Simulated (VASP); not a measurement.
# ZrN: relaxation of cell and atoms with RPBE

Crystal: ZrN.

```
Zr N
1.0
     0.00000    2.29427    2.29427
     2.29427    0.00000    2.29427
     2.29427    2.29427    0.00000
Zr N
1 1
Direct
  0.50000 0.50000 0.50000
  0.00000 0.00000 0.00000
```

The cell is a database's computed one.

| Quantity | Value |
| --- | --- |
| Program | VASP 6.6.1 |
| Task | relaxation of cell and atoms |
| Functional | RPBE |
| Potentials or basis | VASP PAW PBE potentials, release 64 (Zr_sv, N) |
| Cutoff | 600 eV |
| k mesh | 16 × 16 × 16 |
| Occupations | gaussian, width 0.1 eV |
| Spin | no spin polarisation |
| Further INCAR settings | ALGO = Fast; EDIFF = 1e-07; IBRION = 2; EDIFFG = -0.005; NSW = 90; ISIF = 3 |

- Relaxed volume: 12.32 Å³/atom
- Relaxed cell: a = 3.267 Å, b = 3.267 Å, c = 3.267 Å, α = 60.00°, β = 60.00°, γ = 60.00°
- Space group after relaxing (to 0.05 Å): Fm-3m (No. 225)
- Energy gained by relaxing: 3.7 meV/atom
- Ionic steps: 3
- Pressure after relaxing: 0.0 GPa
- Band gap on the k mesh: none (metal or under the smearing width)

Step by step:
| step | energy change (eV) | largest force (eV/Å) | pressure (GPa) | volume (Å³) |
| --- | --- | --- | --- | --- |
| 1 | 0.0000 | 0.0000 | 4.98 | 24.15 |
| 2 | 0.0128 | 0.0000 | -7.43 | 25.49 |
| 3 | -0.0075 | 0.0000 | -0.04 | 24.65 |

Final structure:
```
Zr N
1.0
     0.00000    2.30985    2.30985
     2.30985    0.00000    2.30985
     2.30985    2.30985    0.00000
Zr N
1 1
Cartesian
  2.3098 2.3098 2.3098
  0.0000 0.0000 0.0000
```

Levels at points of the mesh, in eV from the Fermi level:
| k point | band 5 | band 6 | band 7 | band 8 | band 9 | band 10 | band 11 | band 12 |
| --- | --- | --- | --- | --- | --- | --- | --- | --- |
| (0.00, 0.00, 0.00) | -16.25 | -2.64 | -2.64 | -2.64 | -0.39 | -0.39 | -0.39 | 2.68 |
| (0.50, 0.00, 0.00) | -14.18 | -7.54 | -5.59 | -5.59 | 2.92 | 2.97 | 2.97 | 4.64 |
| (0.50, 0.50, 0.00) | -15.71 | -4.59 | -3.38 | -3.16 | -3.16 | 3.25 | 4.36 | 4.69 |

Wall time 2.4 min on 1 thread of Intel(R) Xeon(R) 6975P-C (Granite Rapids), with other jobs on the host, peak memory 0.2 GiB.

Caveat: the PAW data sets were made with another functional, which shifts forces and pressure a little.
